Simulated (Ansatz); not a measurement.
# ZnS: the crystal squeezed far

An exercise on one series of results from a longer session: the logs are not shown, and one member is left open.

Program: Ansatz 0.2.0. Level of theory: DFT LDA, with the methods named in each step. These are calculated values, not measurements.

**Starting point**

It takes space group Fm-3m (No. 225, cubic). Conventional cell: a = 4.652 Å, b = 4.652 Å, c = 4.652 Å, α = 90.00°, β = 90.00°, γ = 90.00°. Zn (site symmetry m-3m) is surrounded by 6 S at 2.33 Å. S (site symmetry m-3m) has 6 Zn at 2.33 Å as nearest neighbours.

Coordinates:

```
Zn S
1.0
     0.00000    2.32576    2.32576
     2.32576    0.00000    2.32576
     2.32576    2.32576    0.00000
Zn S
1 1
Direct
  0.00000 0.00000 0.00000
  0.50000 0.50000 0.50000
```

Whether this phase is the stable one at these pressures isn't tested.

Atoms are numbered in the order of the input: Zn1, S2.

The first run:

input.yaml

```yaml
crystal:
  lattice:
    - [0.0, 2.3257586486, 2.3257586486]
    - [2.3257586486, 0.0, 2.3257586486]
    - [2.3257586486, 2.3257586486, 0.0]
  atoms:
    - { symbol: Zn, position: [0.0, 0.0, 0.0] }
    - { symbol: S, position: [0.5, 0.5, 0.5] }
kpoints:
  mp_grid: { grid: [16, 16, 16] }
scf:
  occupations: { method: fermi_dirac, width: 0.08 }
hamiltonian:
  xc: lda
  pseudopotentials: { kind: paw }
output:
  forces: true
  stress: true
relax:
  f_tol: 0.005
  max_steps: 40
  cell: {}
```

On the command line:

```bash
> ansatz run input.yaml --threads 1 --pin off --max-ram 2048MiB --backend cpu --events-out ev --progress --plain --runs-dir out
```

Among the steps run: Cell relaxed at zero pressure, PAW; Volume scaled by 1, PAW; Volume scaled by 1, PAW (level accurate); Volume scaled by 0.94, PAW; Volume scaled by 0.88, PAW; Volume scaled by 0.8, PAW; Volume scaled by 0.72, PAW; Volume scaled by 0.64, PAW; Volume scaled by 0.55, PAW; Volume scaled by 0.55, PAW (partial_waves polarizable).

One of the session's tables, all rows but one given; the rest of the session is left out.

| method | volume over the first | volume (Å³/atom) | pressure (GPa) |
| --- | --- | --- | --- |
| PAW | 1 | 15.313 | 0.00 |
| PAW | 0.94 | 14.394 | 7.65 |
| PAW | 0.88 | 13.475 | 18.33 |
| PAW | 0.8 | 12.250 | 39.57 |
| PAW | 0.72 | 11.025 | 73.57 |
| PAW | 0.64 | 9.800 | 129.65 |
| PAW | 0.55 | 8.422 | 242.22 |
| PAW (level accurate) | 1 | 15.313 | 0.02 |
| PAW (partial_waves polarizable) | 0.55 | ? | ? |

**Question.** Estimate the row for PAW (partial_waves polarizable), 0.55.

**Answer.** volume (Å³/atom): 8.422; pressure (GPa): 242.21.
